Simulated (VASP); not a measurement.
# TiN (Fm-3m) in VASP: settings compared

One crystal, TiN, is run at these levels: LDA, PBE, PBEsol; tasks: band structure.

Everything below comes from runs of VASP 6.6.1. Logs are shortened: lines on timing, memory, paths and dates and some standing lists are left out, and cuts for length are marked.

**1. The structure**

It takes space group Fm-3m (No. 225, cubic). Conventional cell: a = 4.176 Å, b = 4.176 Å, c = 4.176 Å, α = 90.00°, β = 90.00°, γ = 90.00°. Around Ti (site symmetry m-3m) lie 6 N at 2.09 Å. N (site symmetry m-3m) has 6 Ti at 2.09 Å as nearest neighbours.

**2. Band structure, LDA**

The input, INCAR:

```
PREC = Accurate ; ENCUT = 520
EDIFF = 1E-6 ; ISMEAR = 1
SIGMA = 0.1 ; LREAL = False
LASPH = True ; NELM = 80
ALGO = Normal ; ISIF = 2
LWAVE = False ; LCHARG = False
LMAXMIX = 4 ; GGA = CA
NBANDS = 16 ; ICORELEVEL = 1
```

The input, KPOINTS:

```
Automatic mesh
0
Gamma
  16 16 16
```

The input, POSCAR:

```
TiN                                     
1.0
    0.0000000000      2.0879044249      2.0879044249
    2.0879044249      0.0000000000      2.0879044249
    2.0879044249      2.0879044249      0.0000000000
  Ti              N             
     1     1
Direct
     0.0000000000000000    0.0000000000000000    0.0000000000000000
     0.5000000000000000    0.5000000000000000    0.5000000000000000
```

The input, KPOINTS_OPT:

```
explicit points
109
Reciprocal
 0.0000000000  0.0000000000  0.0000000000 1
 0.0555555556  0.0000000000  0.0555555556 1
 0.1111111111  0.0000000000  0.1111111111 1
 0.1666666667  0.0000000000  0.1666666667 1
 0.2222222222  0.0000000000  0.2222222222 1
 0.2777777778  0.0000000000  0.2777777778 1
 0.3333333333  0.0000000000  0.3333333333 1
 0.3888888889  0.0000000000  0.3888888889 1
 0.4444444444  0.0000000000  0.4444444444 1
 0.5000000000  0.0000000000  0.5000000000 1
 0.5000000000  0.0000000000  0.5000000000 1
 0.5000000000  0.0277777778  0.5277777778 1
 0.5000000000  0.0555555556  0.5555555556 1
 0.5000000000  0.0833333333  0.5833333333 1
 0.5000000000  0.1111111111  0.6111111111 1
 0.5000000000  0.1388888889  0.6388888889 1
 0.5000000000  0.1666666667  0.6666666667 1
 0.5000000000  0.1944444444  0.6944444444 1
 0.5000000000  0.2222222222  0.7222222222 1
 0.5000000000  0.2500000000  0.7500000000 1
 0.5000000000  0.2500000000  0.7500000000 1
 0.4861111111  0.2638888889  0.7500000000 1
 0.4722222222  0.2777777778  0.7500000000 1
 0.4583333333  0.2916666667  0.7500000000 1
 0.4444444444  0.3055555556  0.7500000000 1
 0.4305555556  0.3194444444  0.7500000000 1
 0.4166666667  0.3333333333  0.7500000000 1
 0.4027777778  0.3472222222  0.7500000000 1
 0.3888888889  0.3611111111  0.7500000000 1
 0.3750000000  0.3750000000  0.7500000000 1
 0.3750000000  0.3750000000  0.7500000000 1
 0.3333333333  0.3333333333  0.6666666667 1
 0.2916666667  0.2916666667  0.5833333333 1
 0.2500000000  0.2500000000  0.5000000000 1
 0.2083333333  0.2083333333  0.4166666667 1
 0.1666666667  0.1666666667  0.3333333333 1
 0.1250000000  0.1250000000  0.2500000000 1
 0.0833333333  0.0833333333  0.1666666667 1
 0.0416666667  0.0416666667  0.0833333333 1
 0.0000000000  0.0000000000  0.0000000000 1
 0.0000000000  0.0000000000  0.0000000000 1
 0.0555555556  0.0555555556  0.0555555556 1
 0.1111111111  0.1111111111  0.1111111111 1
 0.1666666667  0.1666666667  0.1666666667 1
 0.2222222222  0.2222222222  0.2222222222 1
 0.2777777778  0.2777777778  0.2777777778 1
 0.3333333333  0.3333333333  0.3333333333 1
 0.3888888889  0.3888888889  0.3888888889 1
 0.4444444444  0.4444444444  0.4444444444 1
 0.5000000000  0.5000000000  0.5000000000 1
 0.5000000000  0.5000000000  0.5000000000 1
 0.5138888889  0.4722222222  0.5138888889 1
 0.5277777778  0.4444444444  0.5277777778 1
 0.5416666667  0.4166666667  0.5416666667 1
 0.5555555556  0.3888888889  0.5555555556 1
 0.5694444444  0.3611111111  0.5694444444 1
 0.5833333333  0.3333333333  0.5833333333 1
 0.5972222222  0.3055555556  0.5972222222 1
 0.6111111111  0.2777777778  0.6111111111 1
 0.6250000000  0.2500000000  0.6250000000 1
 0.6250000000  0.2500000000  0.6250000000 1
 0.6111111111  0.2500000000  0.6388888889 1
 0.5972222222  0.2500000000  0.6527777778 1
 0.5833333333  0.2500000000  0.6666666667 1
 0.5694444444  0.2500000000  0.6805555556 1
 0.5555555556  0.2500000000  0.6944444444 1
 0.5416666667  0.2500000000  0.7083333333 1
 0.5277777778  0.2500000000  0.7222222222 1
 0.5138888889  0.2500000000  0.7361111111 1
 0.5000000000  0.2500000000  0.7500000000 1
 0.5000000000  0.2500000000  0.7500000000 1
 0.5000000000  0.2777777778  0.7222222222 1
 0.5000000000  0.3055555556  0.6944444444 1
 0.5000000000  0.3333333333  0.6666666667 1
 0.5000000000  0.3611111111  0.6388888889 1
 0.5000000000  0.3888888889  0.6111111111 1
 0.5000000000  0.4166666667  0.5833333333 1
 0.5000000000  0.4444444444  0.5555555556 1
 0.5000000000  0.4722222222  0.5277777778 1
 0.5000000000  0.5000000000  0.5000000000 1
 0.5000000000  0.5000000000  0.5000000000 1
 0.4861111111  0.4861111111  0.5277777778 1
 0.4722222222  0.4722222222  0.5555555556 1
 0.4583333333  0.4583333333  0.5833333333 1
 0.4444444444  0.4444444444  0.6111111111 1
 0.4305555556  0.4305555556  0.6388888889 1
 0.4166666667  0.4166666667  0.6666666667 1
 0.4027777778  0.4027777778  0.6944444444 1
 0.3888888889  0.3888888889  0.7222222222 1
 0.3750000000  0.3750000000  0.7500000000 1
 0.6250000000  0.2500000000  0.6250000000 1
 0.6111111111  0.2222222222  0.6111111111 1
 0.5972222222  0.1944444444  0.5972222222 1
 0.5833333333  0.1666666667  0.5833333333 1
 0.5694444444  0.1388888889  0.5694444444 1
 0.5555555556  0.1111111111  0.5555555556 1
 0.5416666667  0.0833333333  0.5416666667 1
 0.5277777778  0.0555555556  0.5277777778 1
 0.5138888889  0.0277777778  0.5138888889 1
 0.5000000000  0.0000000000  0.5000000000 1
 0.0000000000  0.0000000000  0.0000000000 1
 0.3750000000  0.3750000000  0.7500000000 1
 0.5000000000  0.5000000000  0.5000000000 1
 0.6250000000  0.2500000000  0.6250000000 1
 0.5000000000  0.2500000000  0.7500000000 1
 0.5000000000  0.0000000000  0.5000000000 1
 0.4000000000  0.0000000000  0.4000000000 1
 0.4250000000  0.0000000000  0.4250000000 1
 0.4500000000  0.0000000000  0.4500000000 1
```

Potentials or basis: VASP PAW LDA potentials, release 64 (Ti_sv, N).

Command:

```bash
$ cat potpaw_LDA.64/Ti_sv/POTCAR potpaw_LDA.64/N/POTCAR > POTCAR
$ mpirun -np 1 vasp_std > vasp.out
```

OUTCAR:

```text
PREC = Accurate
   ENCUT = 520
   EDIFF = 1E-6
   ISMEAR = 1
   LREAL = False
   LASPH = True
   NELM = 80
   ISIF = 2
   GGA = CA

 ion  position               nearest neighbor table
   1  0.000  0.000  0.000-   2 2.09   2 2.09   2 2.09   2 2.09   2 2.09   2 2.09
   2  0.500  0.500  0.500-   1 2.09   1 2.09   1 2.09   1 2.09   1 2.09   1 2.09

  LATTYP: Found a face centered cubic cell.
 ALAT       =     4.1758088498

  Lattice vectors:

 A1 = (   0.0000000000,   2.0879044249,   2.0879044249)
 A2 = (   2.0879044249,   0.0000000000,   2.0879044249)
 A3 = (   2.0879044249,   2.0879044249,   0.0000000000)

Analysis of symmetry for initial positions (statically):
=====================================================================
 Subroutine PRICEL returns:
 Original cell was already a primitive cell.

 Routine SETGRP: Setting up the symmetry group for a
 face centered cubic supercell.

 Subroutine GETGRP returns: Found 48 space group operations
 (whereof 48 operations were pure point group operations)
 out of a pool of 48 trial point group operations.

The static configuration has the point symmetry O_h .

Analysis of symmetry for dynamics (positions and initial velocities):
=====================================================================
 Subroutine PRICEL returns:
 Original cell was already a primitive cell.

 Routine SETGRP: Setting up the symmetry group for a
 face centered cubic supercell.

 Subroutine GETGRP returns: Found 48 space group operations
 (whereof 48 operations were pure point group operations)
 out of a pool of 48 trial point group operations.

The dynamic configuration has the point symmetry O_h .

 Subroutine INISYM returns: Found 48 space group operations
 (whereof 48 operations are pure point group operations),
 and found     1 'primitive' translations

----------------------------------------------------------------------------------------

                                     Primitive cell

  volume of cell :      18.2038

  direct lattice vectors                    reciprocal lattice vectors
     0.000000000  2.087904425  2.087904425    -0.239474563  0.239474563  0.239474563
     2.087904425  0.000000000  2.087904425     0.239474563 -0.239474563  0.239474563
     2.087904425  2.087904425  0.000000000     0.239474563  0.239474563 -0.239474563

  length of vectors
     2.952742755  2.952742755  2.952742755     0.414782110  0.414782110  0.414782110

  position of ions in fractional coordinates (direct lattice)
     0.000000000  0.000000000  0.000000000
     0.500000000  0.500000000  0.500000000

  ion indices of the primitive-cell ions
   primitive index   ion index
                 1           1
                 2           2

----------------------------------------------------------------------------------------

 KPOINTS: Automatic mesh

Automatic generation of k-mesh.
 Grid dimensions read from file:
 generate k-points for:   16   16   16

 Generating k-lattice:

  Cartesian coordinates                     Fractional coordinates (reciprocal lattice)
    -0.014967160  0.014967160  0.014967160     0.062500000  0.000000000  0.000000000
     0.014967160 -0.014967160  0.014967160     0.000000000  0.062500000  0.000000000
     0.014967160  0.014967160 -0.014967160     0.000000000  0.000000000  0.062500000

  Length of vectors
     0.025923882  0.025923882  0.025923882

  Shift w.r.t. Gamma in fractional coordinates (k-lattice)
     0.000000000  0.000000000  0.000000000

 Subroutine IBZKPT returns following result:
 ===========================================

 Found    145 irreducible k-points:

 Following reciprocal coordinates:
            Coordinates               Weight
  0.000000  0.000000  0.000000      1.000000
  0.062500  0.000000  0.000000      8.000000
  0.125000  0.000000  0.000000      8.000000
  0.187500  0.000000  0.000000      8.000000
  0.250000  0.000000  0.000000      8.000000
  0.312500  0.000000  0.000000      8.000000
[... 16 lines left out ...]
 -0.125000  0.062500  0.000000     24.000000
 -0.062500  0.062500  0.000000     12.000000
 [... further k-points ...]
   k-points           NKPTS =    145   k-points in BZ     NKDIM =    145   number of bands    NBANDS=     16
   number of dos      NEDOS =    301   number of ions     NIONS =      2
   total plane-waves  NPLWV =  13824
   dimension x,y,z NGX =    24 NGY =   24 NGZ =   24
   dimension x,y,z NGXF=    48 NGYF=   48 NGZF=   48
   ions per type =               1   1
   NGX,Y,Z   is equivalent  to a cutoff of  13.51, 13.51, 13.51 a.u.
   NGXF,Y,Z  is equivalent  to a cutoff of  27.03, 27.03, 27.03 a.u.
 SYSTEM =  unknown system
   PREC   = accura    normal or accurate (medium, high low for compatibility)
   ISTART =      0    job   : 0-new  1-cont  2-samecut
   ICHARG =      2    charge: 1-file 2-atom 10-const
   ISPIN  =      1    spin polarized calculation?
   LNONCOLLINEAR =      F non collinear calculations
   LSORBIT =      F    spin-orbit coupling
   LASPH  =      T    aspherical Exc in radial PAW
   ENCUT  =  520.0 eV  38.22 Ry    6.18 a.u.   5.49  5.49  5.49*2*pi/ulx,y,z
   NELM   =     80;   NELMIN=  2; NELMDL= -5     # of ELM steps
   EDIFF  = 0.1E-05   stopping-criterion for ELM
   LREAL  =      F    real-space projection
   EDIFFG = 0.1E-04   stopping-criterion for IOM
   NSW    =      0    number of steps for IOM
   IBRION =     -1    ionic relax: 0-MD 1-quasi-New 2-CG
   NFREE  =      0    steps in history (QN), initial steepest desc. (CG)
   ISIF   =      2    stress and relaxation
   ISYM   =      2    0-nonsym 1-usesym 2-fastsym
   POTIM  = 0.5000    time-step for ionic-motion
   TEBEG  =    0.0;   TEEND  =   0.0 temperature during run
   PSTRESS=    0.0 pullay stress
   NELECT =      17.0000    total number of electrons
   NUPDOWN=      -1.0000    fix difference up-down
   EMIN   =  10.00;   EMAX   =-10.00  energy-range for DOS
   EFERMI =   0.00;   METHOD = LEGACY
   ISMEAR =     1;   SIGMA  =   0.10  broadening in eV -4-tet -1-fermi 0-gaus
   EFERMI_NEDOS =   21; number of points for ismear=-14 and -15
   IALGO  =     38    algorithm
   IMIX   =      4    mixing-type and parameters
     AMIX     =   0.40;   BMIX     =  1.00
     AMIX_MAG =   1.60;   BMIX_MAG =  1.00
  volume/ion in A,a.u.               =       9.10        61.42
  Fermi-wavevector in a.u.,A,eV,Ry     =   1.600186  3.023913 34.839023  2.560596
  Thomas-Fermi vector in A             =   2.697362
   LORBIT       =      0    0 simple, 1 ext, 2 COOP (PROOUT), +10 PAW based schemes
   GGA     = CA    functional components
   LHFCALC =     F    Hartree Fock is set to
   AEXX    =    0.0000 exact exchange contribution
   IVDW    =     0    specifies the selected vdW correction
   LEPSILON=     F    determine dielectric tensor
   LRPA    =     F    only Hartree local field effects (RPA)
 non-spin polarized calculation
 Methfessel and Paxton  Order N= 1 SIGMA  =   0.10
  energy-cutoff  :      520.00
  volume of cell :       18.20
 maximum number of plane-waves:       531
 NGX is ok and might be reduce to    24
   NGX = 11   NGY = 11   NGZ = 11

 number of electron      16.9999996 magnetization

 Free energy of the ion-electron system (eV)
  ---------------------------------------------------
  ext. energy  EPLUGINS =         0.00000000
  ---------------------------------------------------
  free energy    TOTEN  =       -21.67194142 eV

  energy without entropy =      -21.67049247  energy(sigma->0) =      -21.67145844

 the core state eigenenergies are
   1-  1s  -4827.5697  2s   -517.7690  2p   -426.7177
   2-  1s   -361.7875

 E-fermi :  11.8316     XC(G=0): -13.6308

 val. band max:       11.8308426523   @ k =   0.1250   0.0625   0.0000
 cond. band min:      11.8443335837   @ k =  -0.1875   0.1875   0.0625
 fundamental gap:      0.0134909314
 Fermi energy:        11.8316165375

 k-point     1 :       0.0000    0.0000    0.0000
  band No.  band energies     occupation
      1     -45.2526      2.00000
      2     -21.5706      2.00000
      3     -21.5706      2.00000
      4     -21.5706      2.00000
      5      -5.2897      2.00000
      6       9.7690      2.00000
[... 277 lines left out ...]
 k-point    16 :       0.4375    0.0625    0.0000
  band No.  band energies     occupation
      1     -45.1319      2.00000
      2     -22.3037      2.00000

------------------------ aborting loop because EDIFF is reached ----------------------------------------

  FORCE on cell =-STRESS in cart. coord.  units (eV):
  Direction    XX          YY          ZZ          XY          YZ          ZX
  --------------------------------------------------------------------------------------
  -------------------------------------------------------------------------------------
  Total        0.0081042      0.0081042      0.0081042      0.0000000      0.0000000     -0.0000000
  in kB        0.7132775      0.7132775      0.7132775      0.0000000      0.0000000     -0.0000000
  external PRESSURE =       0.7132775 kB  Pullay stress =       0.0000000 kB

 VOLUME and BASIS-vectors are now :
 -----------------------------------------------------------------------------
  energy-cutoff  :      520.00
  volume of cell :       18.20
      direct lattice vectors                 reciprocal lattice vectors
     0.000000000  2.087904425  2.087904425    -0.239474563  0.239474563  0.239474563
     2.087904425  0.000000000  2.087904425     0.239474563 -0.239474563  0.239474563
     2.087904425  2.087904425  0.000000000     0.239474563  0.239474563 -0.239474563

 POSITION                                       TOTAL-FORCE (eV/Angst)
 -----------------------------------------------------------------------------------
      0.00000      0.00000      0.00000         0.000000     -0.000000     -0.000000
      2.08790      2.08790      2.08790        -0.000000      0.000000      0.000000
 -----------------------------------------------------------------------------------
    total drift:                                0.000000     -0.000000     -0.000000

  FREE ENERGIE OF THE ION-ELECTRON SYSTEM (eV)
  ---------------------------------------------------
  free  energy   TOTEN  =       -21.6719414192 eV

  energy  without entropy=      -21.6704924719  energy(sigma->0) =      -21.67145844
```

Wall time 21 s (1 thread of Intel Xeon 6975P-C (Granite Rapids), shared host); peak memory 0.18 GiB.

Results:

* Free energy: -21.6719 eV
* Pressure: 0.1 GPa
* Band gap along the path: none (metal or under the smearing width)

Levels at the corners of the path, in eV from the Fermi level:
```csv
point,band 6,band 7,band 8,band 9,band 10,band 11,band 12,band 13
Γ,-2.06,-2.06,-2.06,-0.69,-0.69,-0.69,0.59,0.59
X,-5.87,-3.32,-3.25,-3.25,1.74,2.57,2.57,4.03
X,-5.87,-3.32,-3.25,-3.25,1.74,2.57,2.57,4.03
W,-5.59,-5.59,-5.56,0.98,0.98,2.58,3.46,4.15
W,-5.59,-5.59,-5.56,0.98,0.98,2.58,3.46,4.15
K,-5.99,-5.81,-4.61,-0.51,2.13,2.49,3.96,4.02
K,-5.99,-5.81,-4.61,-0.51,2.13,2.49,3.96,4.02
Γ,-2.06,-2.06,-2.06,-0.69,-0.69,-0.69,0.59,0.59
Γ,-2.06,-2.06,-2.06,-0.69,-0.69,-0.69,0.59,0.59
L,-8.36,-5.73,-5.73,1.81,1.81,2.54,6.12,6.12
L,-8.36,-5.73,-5.73,1.81,1.81,2.54,6.12,6.12
U,-5.99,-5.81,-4.61,-0.51,2.13,2.49,3.96,4.02
U,-5.99,-5.81,-4.61,-0.51,2.13,2.49,3.96,4.02
W,-5.59,-5.59,-5.56,0.98,0.98,2.58,3.46,4.15
W,-5.59,-5.59,-5.56,0.98,0.98,2.58,3.46,4.15
L,-8.36,-5.73,-5.73,1.81,1.81,2.54,6.12,6.12
L,-8.36,-5.73,-5.73,1.81,1.81,2.54,6.12,6.12
K,-5.99,-5.81,-4.61,-0.51,2.13,2.49,3.96,4.02
U,-5.99,-5.81,-4.61,-0.51,2.13,2.49,3.96,4.02
X,-5.87,-3.32,-3.25,-3.25,1.74,2.57,2.57,4.03
```

Core levels (eV, on the scale of the bands):
```
atom                            levels
1 Ti  1s -4827.6, 2s -517.8, 2p -426.7
 2 N                         1s -361.8
```

(Part 1 of 2 ends here.)
